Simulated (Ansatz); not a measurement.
Relaxed-ion elastic tensor of CaF₂ (fluorite, space group No. 225) in GPa (Voigt order), the program Ansatz at the PBE level (PAW); density 3.10 g/cm³, 13.95 Å³ per atom.

```
 154  39.3  39.3   0.0   0.0   0.0
39.3   154  39.3   0.0   0.0   0.0
39.3  39.3   154   0.0   0.0   0.0
 0.0   0.0   0.0  28.4   0.0   0.0
 0.0   0.0   0.0   0.0  28.4   0.0
 0.0   0.0   0.0   0.0   0.0  28.4
```

Q: Is the crystal mechanically stable?

A: Yes: the smallest eigenvalue of C is 28.4 GPa.

Q: Work out the Voigt, Reuss and Hill averages.

A: K_V = 77.5, K_R = 77.5, K_H = 77.5; G_V = 40.0, G_R = 35.6, G_H = 37.8 GPa.

Q: Give Young's modulus, Poisson's ratio, Pugh's ratio and the universal anisotropy index.

A: E = 9KG/(3K + G) = 97.6 GPa; ν = 0.29; K/G = 2.05 (ductile by the Pugh limit of 1.75); A_U = 5G_V/G_R + K_V/K_R − 6 = 0.61.

Q: Estimate the sound speeds and the Debye temperature.

A: v_l = √((K + 4G/3)/ρ) = 6430 m/s, v_t = √(G/ρ) = 3490 m/s, mean 3900 m/s; Θ = (h/k)(3n/4πV)^(1/3) v_m = 482 K.

Q: Give the Zener ratio and Young's modulus along [100], [110] and [111].

A: A = 2C44/(C11 − C12) = 0.50; 1/E = S11 − 2(S11 − S12 − S44/2)Γ with Γ = 0, 1/4, 1/3 gives 138, 85.6, 76.0 GPa.

Space group Fm-3m (fluorite). The cell was relaxed with PBE under the symmetry of its start; phonons on a q-mesh show no instability.

Potentials: the later of the program's two PAW sets.
